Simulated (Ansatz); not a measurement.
## Phases of Ru at 420 GPa

Structure types of Ru are relaxed in primitive cells with their symmetry kept at 420 GPa, first on PAW files, then by LAPW. The enthalpy is E + pV at zero temperature, without zero-point motion. Only the types listed were tried, and differences under about 5 meV/atom are mesh noise. Not among the end structures: fcc, which may lie lower.

Computed with Ansatz 0.2.0; functional PBE, scalar-relativistic. Settings: Fermi–Dirac smearing of 0.08 eV, no spin polarisation. Methods: LAPW: all electrons, basis error target 0.5 meV/atom; PAW: frozen-core files, cutoff 420 eV.

k meshes: bcc 21×21×21, hcp 19×19×10, simple hexagonal 20×20×18, beta tin 20×20×20, diamond 15×15×15.

Task: Order the types by LAPW enthalpy, lowest first.
A. hcp
B. diamond
C. bcc
D. simple hexagonal
E. beta tin

Result: A (0 meV/atom), C (1053 meV/atom), D (2170 meV/atom), E (2720 meV/atom), B (9559 meV/atom).

```json
{"start type": "bcc", "ends as": "bcc, Im-3m", "a, b, c (Å)": "2.595, 2.595, 2.595", "V (Å³/atom)": "8.74", "H − H(lowest), LAPW (meV/atom)": "1053.3", "same, PAW": "1053.8"}
{"start type": "hcp", "ends as": "hcp, P6_3/mmc", "a, b, c (Å)": "2.321, 2.321, 3.716", "V (Å³/atom)": "8.67", "H − H(lowest), LAPW (meV/atom)": "0.0", "same, PAW": "0.0"}
{"start type": "simple hexagonal", "ends as": "simple hexagonal, P6/mmm", "a, b, c (Å)": "2.229, 2.229, 2.078", "V (Å³/atom)": "8.94", "H − H(lowest), LAPW (meV/atom)": "2169.9", "same, PAW": "2163.9"}
{"start type": "beta tin", "ends as": "beta tin, I4_1/amd", "a, b, c (Å)": "4.068, 4.068, 2.189", "V (Å³/atom)": "9.06", "H − H(lowest), LAPW (meV/atom)": "2719.6", "same, PAW": "2716.9"}
{"start type": "diamond", "ends as": "diamond, Fd-3m", "a, b, c (Å)": "4.426, 4.426, 4.426", "V (Å³/atom)": "10.84", "H − H(lowest), LAPW (meV/atom)": "9558.7", "same, PAW": "9560.7"}
```

Task: Split the lead of hcp over bcc into energy and pV.

Result: For bcc less hcp: ΔE = +856.8 meV/atom, and p·ΔV = 420 GPa × +0.0749 Å³ × 6.242 meV/(GPa·Å³) = +196.5 meV/atom, together 1053.3 meV/atom. hcp wins on both counts.
